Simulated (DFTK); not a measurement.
Runs of DFTK 0.8.2 on W. It takes space group Im-3m (No. 229, cubic). The conventional cell has a = 3.165 Å, b = 3.165 Å, c = 3.165 Å, α = 90.00°, β = 90.00°, γ = 90.00°. W (site symmetry m-3m) is surrounded by 8 W at 2.74 Å. 

```csv
level,U,k mesh,smearing,start of the occupations,symmetries used,mesh quality,gap on the mesh (eV),pressure (GPa)
PBE+U,W d U = 3 eV,6 × 6 × 6,fermi-dirac 0.05 eV,half filled (the program's default),no,coarse,none,(a)
PBE+U,W d U = 6 eV,6 × 6 × 6,fermi-dirac 0.05 eV,half filled (the program's default),no,coarse,none,10.0
PBE+U,W d U = 1.5 eV,6 × 6 × 6,fermi-dirac 0.05 eV,half filled (the program's default),no,coarse,none,(b)
PBE+U,W d U = 4.5 eV,6 × 6 × 6,fermi-dirac 0.05 eV,half filled (the program's default),no,coarse,none,7.2
PBE,-,12 × 12 × 12,methfessel-paxton order 2 0.1 eV,-,-,not flagged,none,6.0
```

Alike in all rows: task single point; potentials or basis dojo.nc.sr.pbe.v0_4_1.standard.upf (PBE); no spin polarisation; cell as given; cutoff (eV) 1007.

Task: Estimate the missing entries.

Result: (a) 5.5; (b) 4.5.

Caveats: some runs use coarse meshes; the Hubbard orbitals reach further out than in other programs, which can move energies by up to some tens of meV an atom (some runs); U without spin polarisation on a metal has little footing (some runs); the U is typed as a test and isn't derived for this compound (some runs).

A k mesh can miss the band edges, and the runs leave out spin-orbit coupling on W.

A gap of «none» marks a metal or a gap under the smearing width.
